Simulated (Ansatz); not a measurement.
Rh(111): from terraces to steps

These are results of Ansatz, DFT PBE, scalar-relativistic, plane waves, PAW, not measurements.

Cutoff 420 eV, Γ-centred meshes of like density (2×12×1 for the 24-atom cell), Gaussian smearing of 0.10 eV, energies at zero smearing and 0 K, each start's symmetry kept, no spin polarisation.

A (111) slab of relaxed bulk Rh (Fm-3m, 14.05 Å³/atom, gap on the mesh 0.00 eV), 4 planes in a 6×1 cell with the lowest 2 held; added atoms sit on lattice sites of the next plane. A dipole correction is on. The surface energy is the mean of the held and the free face; step energies are per length and the mean of the stripe's two steps, which run along the shortest translation of the plane; step and island energies count from the flat slab and bulk atoms.

The flat slab gives a surface energy of 2.07 J/m² (129.0 meV/Å²); planes follow at h = 2.21 Å, and an atom takes 6.35 Å² of its plane.

Question: Estimate the step energy β from the surface energy and compare with the stripes.

Answer: A step opens a strip of height h, so a first guess is γh = 129.0 × 2.21 = 285 meV/Å. Computed: 186 meV/Å for the stripe 2 surface cells wide, 169 meV/Å for the stripe 3 surface cells wide, 0.65 and 0.59 of the guess. The step costs less than a free strip of the same face. The two widths differ by 17 meV/Å (before rounding), from step–step interaction and confinement in so narrow a cell, or from the k mesh, which in a metal moves β by several meV/Å. A vicinal face tilted by θ holds tan θ/h steps per length, so its energy per terrace area is γ + (β/h) tan θ for far-apart steps, with β/h = 1.23 J/m². On fcc(111) the stripe's two edges are unlike, with (100) and (111) microfacets at 55° and 71°, while a vicinal face holds one kind, so this slope is the mean of two tilts.

Slabs of three or four planes are thin, so both faces still feel each other.

Small energy differences in metals hang on the k mesh (about 10 mJ/m² or 1 to 2 meV/atom on the mesh of the relaxation).